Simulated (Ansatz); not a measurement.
# Polymorphs of CoSi

The calculation used DFT r2SCAN, scalar-relativistic, plane waves, PAW (Ansatz). All cells share a 500 eV cutoff and Γ-centred k meshes spaced at most 0.3 Å⁻¹ (0.19 for metals, 2π included).

These are static lattice energies at zero pressure. The comparison covers the computed candidates alone. The k mesh leaves about 4 meV/atom of noise in metals. The magnetic state reached may not be the lowest. Magnetic atoms first started from parallel or listed moments, and other orders weren't tried. A dash marks a run without spin. The functional can misorder magnetic and non-magnetic phases.

| # | started from | space group | atoms | V (Å³/atom) | ΔE (meV/atom) | gap on mesh (eV) | net m per atom / largest site m (μB) |
| --- | --- | --- | --- | --- | --- | --- | --- |
| 1 | database cell | P2_13 (No. 198) | 8 | 10.5 | 0 | 0.00 | - |
| 2 | database cell | Pm-3m (No. 221) | 2 | 10.5 | 154 | 0.00 | 0.46 / 0.97 |
| 3 | NaTl (B32) type | Fd-3m (No. 227) | 4 | 11.1 | 735 | 0.00 | 0.39 / 0.87 |
| 4 | rock salt type | Fm-3m (No. 225) | 2 | 12.4 | 802 | 0.00 | - |

The lowest structure: Space group P2_13 (No. 198), cubic, a = 4.383 Å. Around Co lie 7 Si at 2.29–2.40 Å and 6 Co at 2.70 Å; Si has 7 Co at 2.29–2.40 Å and 6 Si at 2.71 Å. Its energy against the elements is -0.47 eV/atom. The zero of energy is the lowest elemental structures computed at the same level; no fitted shifts are applied.

```cif
data_structure
_symmetry_space_group_name_H-M 'P2_13'
_symmetry_Int_Tables_number 198
_cell_length_a 4.3831
_cell_length_b 4.3831
_cell_length_c 4.3831
_cell_angle_alpha 90.000
_cell_angle_beta 90.000
_cell_angle_gamma 90.000
_cell_volume 84.20
loop_
_atom_site_label
_atom_site_type_symbol
_atom_site_symmetry_multiplicity
_atom_site_Wyckoff_symbol
_atom_site_fract_x
_atom_site_fract_y
_atom_site_fract_z
_atom_site_occupancy
Co1 Co 4 a 0.14569 0.14569 0.14569 1
Si1 Si 4 a 0.84364 0.84364 0.84364 1
```

The second: Space group Pm-3m (No. 221), cubic, a = 2.763 Å. Around Si lie 8 Co at 2.39 Å and 6 Si at 2.76 Å; Co is coordinated by 8 Si at 2.39 Å and 6 Co at 2.76 Å.